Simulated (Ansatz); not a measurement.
The system is Hf.

```
Hf
1.0
     3.19670    0.00000    0.00000
    -1.59835    2.76842    0.00000
     0.00000    0.00000    5.05780
Hf
2
Direct
  0.66667 0.33333 0.75000
  0.33333 0.66667 0.25000
```

```yaml
Program: Ansatz 0.2.0
Task: relaxation of cell and atoms
Functional: BLYP
Potentials_or_basis: all-electron LAPW, scalar-relativistic
Basis_error_allowed: 0.001 eV/atom
k_mesh: 10 × 10 × 5
Occupations: fermi-dirac, width 0.05 eV
Spin: no spin polarisation
```

At the start: volume 22.38 Å³/atom.

Question: Where does the relaxation end?

Answer: Over 4 steps the energy falls by 7.5 meV/atom and the volume is 23.10 Å³/atom (+3.2 %); space group P6_3/mmc (No. 194, to 0.05 Å).

Step by step:
```csv
step,energy change (eV),largest force (eV/Å),volume (Å³)
1,0.0000,0.0000,44.76
2,-0.0149,0.0000,46.28
3,-0.0149,0.0000,46.20
4,-0.0149,0.0000,46.20
```

Final structure:
```
CELL_PARAMETERS angstrom
3.23371 0.00000 0.00000
-1.61686 2.80048 0.00000
0.00000 0.00000 5.10181
ATOMIC_POSITIONS crystal
Hf 0.66667 0.33333 0.75000
Hf 0.33333 0.66667 0.25000
```
